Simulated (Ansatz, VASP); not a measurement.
**Two plane-wave programs on MgSe**

File POSCAR:

```
MgSe
1.0
    0.0000000000      2.7362693767      2.7362693767
    2.7362693767      0.0000000000      2.7362693767
    2.7362693767      2.7362693767      0.0000000000
Mg Se
1 1
Direct
    0.0000000000      0.0000000000      0.0000000000
    0.5000000000      0.5000000000      0.5000000000
```

Contents of INCAR.step1:

```
SYSTEM = MgSe
PREC = Accurate
ENCUT = 520
EDIFF = 1E-5
ISMEAR = 0
SIGMA = 0.01
LREAL = .False.
LASPH = .True.
NELM = 80
ALGO = Normal
ISIF = 2
LWAVE = .True.
LCHARG = .False.
NBANDS = 11
GGA = PE
```

INCAR.step2

```
SYSTEM = MgSe
PREC = Accurate
ENCUT = 520
EDIFF = 1E-6
ISMEAR = 0
SIGMA = 0.01
LREAL = .False.
LASPH = .True.
NELM = 80
ALGO = Normal
ISIF = 2
LWAVE = .False.
LCHARG = .False.
GGA = PE
LHFCALC = .True.
HFSCREEN = 0.2079
PRECFOCK = Normal
NBANDS = 11
ISTART = 1
```

The input KPOINTS:

```
regular mesh
0
Gamma
  4 4 4
  0 0 0
```

Input for Ansatz:

```yaml
crystal:
  lattice:
    - [0.0, 2.7362693767, 2.7362693767]
    - [2.7362693767, 0.0, 2.7362693767]
    - [2.7362693767, 2.7362693767, 0.0]
  atoms:
    - { symbol: Mg, position: [0.0, 0.0, 0.0] }
    - { symbol: Se, position: [0.5, 0.5, 0.5] }
kpoints:
  mp_grid: { grid: [4, 4, 4] }
hamiltonian:
  xc: hse06
scf:
  occupations: { method: fixed }
  n_extra_bands: 4
  max_iter: 62
output:
  forces: true
  stress: true
  eigenvalues: true
basis:
  ecutrho_ratio: 8
```

Alike in both runs: task single point; functional HSE06; k mesh 4 × 4 × 4; no spin polarisation.

```csv
,VASP,Ansatz
version,VASP 6.6.1,Ansatz 0.2.0
potentials or method,"VASP PAW PBE potentials, release 64 (Mg, Se)",plane waves
plane-wave cutoff (eV),520,420
occupations,"gaussian, width 0.01 eV",fixed
valence electrons in the cell,8,26
```

Ansatz gave:

```
gap on the k mesh at the Fermi level (eV) : 2.65
pressure (GPa)                            : 0.1
```

Q: What did VASP give for the same quantities?

A: gap on the k mesh at the Fermi level (eV): 2.62; pressure (GPa): -0.2.

The two sets of potentials don't hold the same shells in valence. Ansatz warned: «stress_exchange_threshold_loose».

Caveats: the k mesh is coarse (spacing up to 0.50 Å⁻¹), so the values aren't converged, least of all with exact exchange; the PAW data sets were made with another functional, which shifts forces and pressure a little (VASP). A k mesh can miss the band edges.
